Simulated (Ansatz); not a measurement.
# Computed properties of La

```
La
1.0
     3.75000    0.00000    0.00000
    -1.87500    3.24760    0.00000
     0.00000    0.00000    6.07000
La
2
Direct
  0.33333 0.66667 0.25000
  0.66667 0.33333 0.75000
```

Atom numbers follow the list: La1, La2.

The cell is COD entry 9008503, as deposited and not checked against the literature; nothing was relaxed. It differs from other determinations.

No spin–orbit coupling, which matters for the heavy atoms here.

Theory: DFT, PBE, all-electron LAPW, scalar-relativistic (Ansatz 0.2.0).

Sampling and basis: a Γ-centred 11×11×6 k mesh, Fermi–Dirac smearing of 0.05 eV, basis error target 0.25 meV/atom, no spin polarisation.

```yaml
Pressure_at_this_cell: 0.47 GPa
Band_gap: "none: bands cross the Fermi level, a metal"
Stress_xx_yy_zz_compression_positive: 0.54, 0.54, 0.34 GPa
Density_of_states_at_the_Fermi_level_0.2_eV_bin: 3.77 states/eV per cell
Volume_per_atom: 249.4 bohr³
```
